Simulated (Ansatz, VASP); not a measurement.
**SnTe: VASP beside Ansatz**

```
Sn Te
1.0
     1.23423    3.87901    3.87901
     3.87901    1.23423    3.87901
     3.87901    3.87901    1.23423
Sn Te
1 1
Direct
  0.00000 0.00000 0.00000
  0.50000 0.50000 0.50000
```

Alike in both runs: task single point; functional PBE; k mesh 10 × 10 × 10; occupations gaussian, width 0.03 eV; no spin polarisation.

|  | VASP | Ansatz |
| --- | --- | --- |
| version | VASP 6.6.1 | Ansatz 0.2.0 |
| potentials or method | VASP PAW PBE potentials, release 64 (Sn_d, Te) | scalar-relativistic, plane waves, PAW |
| plane-wave cutoff (eV) | 520 | 420 |
| valence electrons in the cell | 20 | 30 |

Ansatz gave:

| Quantity | Value |
| --- | --- |
| gap on the k mesh at the Fermi level (eV) | none |
| pressure (GPa) | -2.1 |
| largest component of the traceless stress (GPa) | 1.57 |

**Question.** Estimate VASP's values.

**Answer.** gap on the k mesh at the Fermi level (eV): none; pressure (GPa): -2.2; largest component of the traceless stress (GPa): 1.57.

A gap of «none» marks a metal or a gap that the smearing closes. The two sets of potentials don't hold the same shells in valence.

The runs have no spin-orbit coupling, so splittings on Te are missing.
